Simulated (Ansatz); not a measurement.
Pt (bcc type), DFT, PBE, all-electron LAPW, scalar-relativistic (Ansatz 0.2.0), on 1 thread of Arm Neoverse V2 (shared host).

Command: `ansatz run input.yaml --threads 1 --pin off --max-ram 3584MiB --backend cpu --events-out ev --progress --plain --runs-dir out`

```yaml
crystal:
  lattice:
    - [-1.2398149912, 1.2398149912, 1.2398149912]
    - [1.2398149912, -1.2398149912, 1.2398149912]
    - [1.2398149912, 1.2398149912, -1.2398149912]
  atoms:
    - { symbol: Pt, position: [0.0, 0.0, 0.0] }
kpoints:
  mp_grid: { grid: [22, 22, 22] }
scf:
  occupations: { method: fermi_dirac, width: 0.08 }
hamiltonian:
  xc: pbe
  pseudopotentials: { kind: all_electron, lapw: { basis_error: 0.0005 } }
output:
  forces: true
  stress: true
  eigenvalues: true
relax:
  f_tol: 0.005
  max_steps: 12
  cell: { p_target: 1100.0, stress_tol: 0.55 }
```

Task: How large is the problem that the program sets up?

Result: 328 irreducible k-points, 249 plane waves at Γ, 30 bands.

Task: About how long does it take, and how much memory?

Result: 2.4 min of wall time for 16 SCF iterations over 3 geometries, with a peak of 0.8 GiB. Times on shared machines scatter by tens of per cent.
